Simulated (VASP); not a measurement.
Write the native input for VASP 6.6.1 that does the following.

```yaml
Task: single point
Functional: PBE
Potentials_or_basis: VASP PAW PBE potentials, release 64 (B, N)
Cutoff: 520 eV
k_mesh: 12 × 12 × 12
Occupations: fermi-dirac, width 0.02 eV
Spin: no spin polarisation
Dipole_correction: no
Further_INCAR_settings: ALGO = Fast; EDIFF = 1e-06; NBANDS = 11
```

The structure of BN lies in POSCAR:

```
BN
1.0
    0.0000000000      1.7786474625      1.7458259350
    1.7786474625      0.0000000000      1.7458259350
    1.7786474625      1.7786474625      0.0000000000
B N
1 1
Direct
    0.0000000000      0.0000000000      0.0000000000
    0.5000000000      0.5000000000      0.5000000000
```

The cell was built by a generator and needn't be a form met in nature.

The cell isn't the ideal one: biaxial_xy strain +1.9%.

These files were run (other wordings do the same):

INCAR

```
PREC = Accurate ; ENCUT = 520
EDIFF = 1E-6 ; ISMEAR = -1
SIGMA = 0.02 ; LREAL = F
LASPH = T ; NELM = 100
ALGO = Fast ; ISIF = 2
LWAVE = F ; LCHARG = T
GGA = PE ; LELF = T
LVHAR = T ; NBANDS = 11
```

KPOINTS

```
regular mesh
0
Gamma
  12 12 12
```

Potentials or basis: VASP PAW PBE potentials, release 64 (B, N).

Run with:

```sh
$ cat potpaw_PBE.64/B/POTCAR potpaw_PBE.64/N/POTCAR > POTCAR
$ mpirun -np 1 vasp_std > vasp.out
```

Results of the run:

| Quantity | Value |
| --- | --- |
| Pressure | -9.7 GPa |
| Band gap on the k mesh | 0.65 eV, indirect (least direct gap 5.53 eV) |

Wall time 8.2 s on 1 thread of Intel(R) Xeon(R) 6975P-C (Granite Rapids), with other jobs on the host, peak memory 0.13 GiB.
